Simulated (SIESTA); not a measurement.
Set up this calculation in SIESTA 5.4.2, as the native input.

- Task: band structure
- Functional: vdW-DF-cx
- Potentials or basis: PseudoDojo 0.4 standard (PBE files)
- Basis: DZP (energy shift 0.003 Ry; two zetas on semicore shells)
- Grid cutoff: 800 Ry
- Energy shift: 0.003 Ry
- k mesh: 6 × 6 × 9
- Occupations: fermi-dirac, width 0.05 eV
- Spin: no spin polarisation

Crystal: TiO2.

```
Ti O
1.0
     4.59984    0.00000    0.00000
     0.00000    4.59984    0.00000
     0.00000    0.00000    2.95921
Ti O
2 4
Direct
  0.00000 0.00000 0.50000
  0.50000 0.50000 0.00000
  0.30432 0.30432 0.50000
  0.19568 0.80432 0.00000
  0.80432 0.19568 0.00000
  0.69568 0.69568 0.50000
```

The cell is a database's computed one.

The input as run:

TiO2.fdf

```
SystemName                      TiO2
SystemLabel                     TiO2
NumberOfSpecies                 2
NumberOfAtoms                   6
%block ChemicalSpeciesLabel
  1  22 Ti
  2   8 O
%endblock ChemicalSpeciesLabel

LatticeConstant                 1.0 Ang
%block LatticeVectors
     4.5998373239     0.0000000000     0.0000000000
     0.0000000000     4.5998373239     0.0000000000
     0.0000000000     0.0000000000     2.9592135600
%endblock LatticeVectors
AtomicCoordinatesFormat         Fractional
%block AtomicCoordinatesAndAtomicSpecies
     0.0000000000     0.0000000000     0.5000000000  1  Ti
     0.5000000000     0.5000000000     0.0000000000  1  Ti
     0.3043213200     0.3043213200     0.5000000000  2  O
     0.1956786800     0.8043213200     0.0000000000  2  O
     0.8043213200     0.1956786800     0.0000000000  2  O
     0.6956786800     0.6956786800     0.5000000000  2  O
%endblock AtomicCoordinatesAndAtomicSpecies

%block kgrid.MonkhorstPack
    6   0   0  0.0
    0   6   0  0.0
    0   0   9  0.0
%endblock kgrid.MonkhorstPack
XC.Functional                   VDW
XC.Authors                      BH
PAO.BasisSize                   DZP
PAO.EnergyShift                 0.003 Ry
Mesh.Cutoff                     800 Ry
OccupationFunction              FD
ElectronicTemperature           0.05 eV
MaxSCFIterations                120
SCF.MustConverge                false
SCF.Mixer.Method                Pulay
SCF.Mixer.Weight                0.25
SCF.Mixer.History               8
SCF.DM.Tolerance                5.0e-05
SCF.H.Tolerance                 1.0e-03 eV
WriteForces                     true
Charge.Mulliken                 end
BandLinesScale                  ReciprocalLatticeVectors
%block BandLines
    1    0.000000   0.000000   0.000000  \Gamma
    7    0.000000   0.500000   0.000000  X
    7    0.500000   0.500000   0.000000  M
   10    0.000000   0.000000   0.000000  \Gamma
   11    0.000000   0.000000   0.500000  Z
    7    0.000000   0.500000   0.500000  R
    7    0.500000   0.500000   0.500000  A
   10    0.000000   0.000000   0.500000  Z
    1    0.000000   0.500000   0.000000  X
   11    0.000000   0.500000   0.500000  R
    1    0.500000   0.500000   0.000000  M
   11    0.500000   0.500000   0.500000  A
%endblock BandLines
%block PAO.Basis
  Ti 5
  n=3 0 2
    3.151 0.000
  n=4 0 2
    8.826 0.000
  n=3 1 2
    3.575 0.000
  n=4 1 1
    8.826
  n=3 2 2
    6.279 0.000
%endblock PAO.Basis
```

Potentials or basis: PseudoDojo 0.4 standard (PBE files), DZP (energy shift 0.003 Ry; two zetas on semicore shells).

The run is started by

```bash
$ siesta < TiO2.fdf > TiO2.out 2>&1
```

Results of the run:

```json
{
 "Pressure": "2.1 GPa",
 "Largest force": "0.053 eV/Å",
 "Band gap on the k mesh": "1.76 eV, direct",
 "Band gap along the path": "1.76 eV, direct"
}
```

Caveat: the potentials were made for another functional, which shifts forces and pressure; the basis of atomic orbitals isn't converged, which shifts pressures, moduli and gaps.

Wall time 2.4 min on 1 thread of Arm Neoverse V2 (shared host), peak memory 0.6 GiB.
